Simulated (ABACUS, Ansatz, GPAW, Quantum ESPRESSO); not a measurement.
# Fitting the PBE energy curve of Ni3Si

```xyz
4
Lattice="3.5420 0.0000 0.0000 0.0000 3.5420 0.0000 0.0000 0.0000 3.5420" Properties=species:S:1:pos:R:3 pbc="T T T"
Ni    1.7710    1.7710    0.0000
Ni    1.7710    0.0000    1.7710
Ni    0.0000    1.7710    1.7710
Si    0.0000    0.0000    0.0000
```

The cell was scaled at fixed shape and fractions and run with Quantum ESPRESSO, SSSP 1.3 efficiency PBE, cutoff 748 eV; PBE, k mesh 8 × 8 × 8 on the cell of 4 atoms, fermi-dirac occupations of 0.05 eV, collinear spin, ferromagnetic start, no spin-orbit coupling. Energies are those that the program minimises, any entropy of the smearing included. For a metal such a mesh isn't converged to the digits shown. The moments vanished.

```tsv
V (Å³/atom)	energy over the lowest row (meV/atom)
10.4427	7.41
10.6649	0.45
10.8871	0.00
11.1093	5.35
11.3315	?
11.5536	30.91
11.7758	50.02
```

Q: Fit the third-order Birch-Murnaghan form, give V0, B0 and B′, and predict the energy left open.

A: With y = (V0/V)^(2/3), E = E0 + (9 V0 B0/16) [(y - 1)³ B′ + (y - 1)² (6 - 4y)]. Least squares through the rows shown give V0 = 10.7910 Å³/atom, E0 = -0.56 meV, B0 = 213.3 GPa (1 eV/Å³ = 160.218 GPa) and B′ = 4.78, with a largest miss of 0.02 meV. At V = 11.3315 the form with these constants gives 15.84 meV; the run gave 15.86 meV an atom. Other set-ups at this level, from all their volumes (Å³/atom, GPa): ABACUS, PseudoDojo NC SR 0.4.1 PBE standard, plane waves: V0 10.785, B0 212.5; Ansatz, Ansatz PAW (earlier soft set): V0 10.779, B0 213.1; GPAW, GPAW PAW data sets (gpaw-data 1.2.1): V0 10.884, B0 217.3; Ansatz, all-electron LAPW, scalar-relativistic: V0 10.776, B0 213.3.
